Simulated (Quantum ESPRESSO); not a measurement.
The system is C.

```
C
1.0
     2.46100    0.00000    0.00000
    -1.23050    2.13129    0.00000
     0.00000    0.00000    6.70800
C
4
Direct
  0.00000 0.00000 0.25000
  0.00000 0.00000 0.75000
  0.33333 0.66667 0.25000
  0.66667 0.33333 0.75000
```

The cell was built by a generator and needn't be a form met in nature.

Base run:

- Program: Quantum ESPRESSO 7.5
- Functional: PBEsol
- Potentials or basis: GBRV 1.5 PBEsol
- Cutoff: 612 eV
- Density cutoff: 4898 eV
- k mesh: 12 × 12 × 4
- Occupations: methfessel-paxton, width 0.1 eV
- Spin: no spin polarisation

Its results: band gap on the k mesh none (metal or under the smearing width); pressure -0.4 GPa.

Task: The run is repeated on the same cell with these changes: functional from PBEsol to LDA; potentials or basis from GBRV 1.5 PBEsol to GBRV 1.5 LDA. What comes out?

Result: Band gap on the k mesh none (metal or under the smearing width); pressure -5.9 GPa.

Caveats: this functional lacks dispersion, which binds the layers, so the pressure and a relaxed spacing across them are unreliable (some runs).
